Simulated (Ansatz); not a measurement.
# BP: a line through a two-coordinate scan

The task here is to estimate one member of a computed series from the others.

Method: DFT PBE, scalar-relativistic, plane waves, PAW, in Ansatz 0.2.0.

15 further runs of the same task are left out: 15 set aside as unsound or not needed.

### Starting point

Symmetry: F-43m, No. 216, cubic system. Conventional cell: a = 4.548 Å, b = 4.548 Å, c = 4.548 Å, α = 90.00°, β = 90.00°, γ = 90.00°. Around B (site symmetry -43m) lie 4 P at 1.97 Å. P (site symmetry -43m) has 4 B at 1.97 Å as nearest neighbours.

As a file:

```xyz
2
Lattice="0.0000 2.2741 2.2741 2.2741 0.0000 2.2741 2.2741 2.2741 0.0000" Properties=species:S:1:pos:R:3 pbc="T T T"
B     0.0000    0.0000    0.0000
P     3.4112    3.4112    3.4112
```

It is the result of an earlier relaxation at this level (volume 11.76 Å³/atom; gap on the mesh: 1.25 eV).

### Plan of the line

The energy is mapped over volume and the cell's shape.

First coordinate, volume per atom: 7 values from 10.820 to 12.702 Å³. Second coordinate, c/a of the conventional cell: 7 values from 0.886 to 1.128.

Nothing else is relaxed (symmetry fixes all fractional coordinates). Energies count from the relaxed crystal. Points are written as (first, second).

Set-up of the first run:

input.yaml reads:

```yaml
crystal:
  lattice:
    - [0.0, 2.3558978431, 2.1739391373]
    - [2.1739391373, 0.0, 2.1739391373]
    - [2.1739391373, 2.3558978431, 0.0]
  atoms:
    - { symbol: B, position: [0.0, 0.0, 0.0] }
    - { symbol: P, position: [0.75, 0.75, 0.75] }
basis:
  ecutwfc: 520.0
kpoints:
  mp_grid: { grid: [12, 12, 12] }
hamiltonian:
  xc: pbe
scf:
  occupations: { method: gaussian, width: 0.05 }
output:
  forces: true
  stress: true
  eigenvalues: true
```

On the command line:

```
ansatz run input.yaml --threads 1 --pin off --max-ram 2048MiB --backend cpu --events-out ev --progress --plain --runs-dir out
```

Steps of the session up to this table: Grid point (11.134 Å³, 1.084); Grid point (11.447 Å³, 1.084); Point (11.761 Å³, 1.084); The run at (12.075 Å³, 1.084); The run at (12.388 Å³, 1.084).

One of the session's tables, all rows but one given; the rest of the session is left out.

```
volume per atom (Å³)  energy (meV/atom)  slope (meV/atom per Å³)  pressure (GPa)  band gap on the k-mesh (eV)
              10.820                 88                      −98            15.7                         0.50
              11.134                 63                      −61             9.7                         0.55
              11.447                 49                      −28             4.5                         0.60
              11.761                 45                        0            −0.1                         0.65
              12.075                  ?                        ?               ?                            ?
              12.388                 61                       48            −7.6                         0.73
              12.702                 79                       67           −10.7                         0.77
```

Estimate the missing values for volume per atom (Å³) = 12.075.

Worked estimate for «energy (meV/atom)». A straight line through the neighbours (11.761, 45) and (12.388, 61) gives 45 + (61 − 45) × (12.075 − 11.761) / (12.388 − 11.761) = 53; a parabola fitted to 4 rows on both sides gives 49.

The run gave: energy (meV/atom): 49; slope (meV/atom per Å³): 26; pressure (GPa): −4.1; band gap on the k-mesh (eV): 0.69. In «energy (meV/atom)» the line misses by +4 and the parabola by +0.

Energies count from the relaxed crystal. Rows without a step come from runs not printed here or follow by symmetry.

The lowest point of the line is at 11.761 Å³, 45 meV/atom from the zero. V·d²E/dV² there is about 160 GPa, a bulk modulus under this line's constraint. The highest point computed, at 10.820 Å³, lies 43 meV/atom above the lowest. The gap on the mesh closes on part of the grid.
